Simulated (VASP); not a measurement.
Input of a VASP 6.6.1 run:

Contents of INCAR:

```
SYSTEM = ZrO
ALGO = Normal ; EDIFF = 1E-6
EDIFFG = -0.01 ; ENCUT = 520
GGA = CA ; IBRION = 2
ISIF = 2 ; ISMEAR = 0
LASPH = .True. ; LCHARG = .False.
LREAL = .False. ; LWAVE = .False.
NELM = 100 ; NSW = 40
PREC = Accurate ; SIGMA = 0.05
```

Contents of KPOINTS:

```
k-points
0
Gamma
  9 9 10
  0 0 0
```

POSCAR

```
ZrO
1.0
    1.8266398600     -2.9188492700      0.0000000000
    1.8266398600      2.9188492700      0.0000000000
    0.0000000000      0.0000000000      2.6199383700
Zr O
1 1
Direct
    0.0000000000      0.0000000000      0.0000000000
    0.5000000000      0.5000000000      0.0000000000
```

Potentials or basis: VASP PAW LDA potentials, release 64 (Zr_sv, O).

The run is started by

```console
$ cat potpaw_LDA.64/Zr_sv/POTCAR potpaw_LDA.64/O/POTCAR > POTCAR
$ mpirun -np 1 vasp_std > vasp.out
```

(1) Estimate the band gap on the k mesh.

## Answers

(1) none (metal or under the smearing width).

Caveat: the relaxation stopped at its first step, so nothing moved.
